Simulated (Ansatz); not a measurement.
Sn: single point with PBE

Sn:

```
CELL_PARAMETERS angstrom
4.45495 0.00000 0.00000
-3.30667 2.98538 0.00000
-0.57414 -1.49269 4.15799
ATOMIC_POSITIONS crystal
Sn 0.00000 0.00000 0.00000
Sn 0.75000 0.25000 0.50000
```

The cell isn't the ideal one: another cell of the same crystal, with 2 atoms.

- Program: Ansatz 0.2.0
- Task: single point
- Functional: PBE
- Potentials or basis: Ansatz PAW
- Cutoff: 420 eV (not typed: the program's choice for these potentials)
- k mesh: 9 × 9 × 9
- Occupations: gaussian, width 0.1 eV
- Spin: no spin polarisation

The pressure is 1.4 GPa. The band gap on the k mesh is none (metal or under the smearing width).

Stress tensor (GPa, compression positive):
```
 1.49 -0.13  0.00
-0.13  1.19  0.00
 0.00  0.00  1.54
```

Levels at points of the mesh, in eV from the Fermi level:
| k point | band 11 | band 12 | band 13 | band 14 | band 15 | band 16 | band 17 | band 18 |
| --- | --- | --- | --- | --- | --- | --- | --- | --- |
| (0.00, 0.00, 0.00) | -11.01 | -3.72 | -1.95 | -1.95 | 2.98 | 6.11 | 6.11 | 6.73 |

Run time: 1.9 s on 2 threads of Arm Neoverse V2 (shared host), peak memory 0.42 GiB.
